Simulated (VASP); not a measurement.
NbP, 4 atoms in the cell. It takes space group I4_1md (No. 109, tetragonal). The conventional cell has a = 3.345 Å, b = 3.345 Å, c = 11.419 Å, α = 90.00°, β = 90.00°, γ = 90.00°. Nb (site symmetry 2mm) is surrounded by 6 P at 2.54 to 2.55 Å. P (site symmetry 2mm) is surrounded by 6 Nb at 2.54 to 2.55 Å. The cell is a database's computed one.

* Program: VASP 6.6.1
* Task: relaxation of cell and atoms
* Functional: PBE
* Potentials or basis: VASP PAW PBE potentials, release 64 (Nb_sv, P)
* Cutoff: 520 eV
* k mesh: 18 × 18 × 18
* Occupations: gaussian, width 0.1 eV
* Spin: no spin polarisation
* Further INCAR settings: ALGO = Normal; EDIFF = 1e-07; AMIX = 0.2; IBRION = 2; EDIFFG = -0.002; NSW = 80; ISIF = 3

Potentials or basis: VASP PAW PBE potentials, release 64 (Nb_sv, P).

Command:

```sh
$ cat potpaw_PBE.64/Nb_sv/POTCAR potpaw_PBE.64/P/POTCAR > POTCAR
$ mpirun -np 1 vasp_std > vasp.out
```

Hardware: 1 thread of AMD EPYC 7R13 Processor (Zen 3) (shared host).

**Question.** Estimate the wall time of this run.

**Answer.** It took 30 min on 1 thread of AMD EPYC 7R13 Processor (Zen 3), with other jobs on the host, peak memory 0.74 GiB. Counts: scf iterations 18, k points 480, ion steps 1.
